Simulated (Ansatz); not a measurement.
## A sublattice moved along a line in AlNi

Computed with DFT r2SCAN, scalar-relativistic, plane waves, PAW (Ansatz 0.2.0). The runs took a 500 eV cutoff, a Γ-centred 18×18×16 mesh and Gaussian smearing (0.15 eV). No spin polarisation. A magnetic state may lie lower. Energies are free energies at this smearing, counted from the undisturbed cell; pressure is positive in compression.

The undisturbed cell (as given, not relaxed at this level; it stands at 0.7 GPa, and it needn't be the usual structure):

```xyz
2
Lattice="1.9387 -1.9532 0.0000 1.9387 1.9532 0.0000 0.0000 0.0000 3.0994" Properties=species:S:1:pos:R:3 pbc="T T T"
Al    0.0000    0.0000    0.0000
Ni    1.9387    0.0000    1.5497
```

Every Ni atom is moved by x along the Cartesian unit vector (1.000, 0.000, 0.000); the cell and all other atoms stay fixed. The cell is metallic on the mesh throughout.

| x (Å) | ΔE (meV/cell) | force along x on the moved atoms (eV/Å) | pressure (GPa) |
| --- | --- | --- | --- |
| -0.1000 | 31.2 | 0.63 | 1.3 |
| -0.0500 | ? | 0.31 | ? |
| 0.0000 | 0.0 | 0.00 | 0.7 |
| 0.0250 | 1.9 | -0.16 | 0.7 |
| 0.0625 | 12.2 | -0.39 | 0.9 |
| 0.0750 | 17.5 | -0.47 | 1.0 |
| 0.0875 | ? | -0.55 | ? |

By symmetry 0.1000 repeats -0.1000, -0.0750 repeats 0.0750, 0.0500 repeats -0.0500, -0.0250 repeats 0.0250 in energy; the slope of the energy along the path changes sign there.

Q: Give the withheld values.

A: ΔE (meV/cell) at x (Å) = -0.0500: 7.8; pressure (GPa) at x (Å) = -0.0500: 0.8; ΔE (meV/cell) at x (Å) = 0.0875: 23.9; pressure (GPa) at x (Å) = 0.0875: 1.1.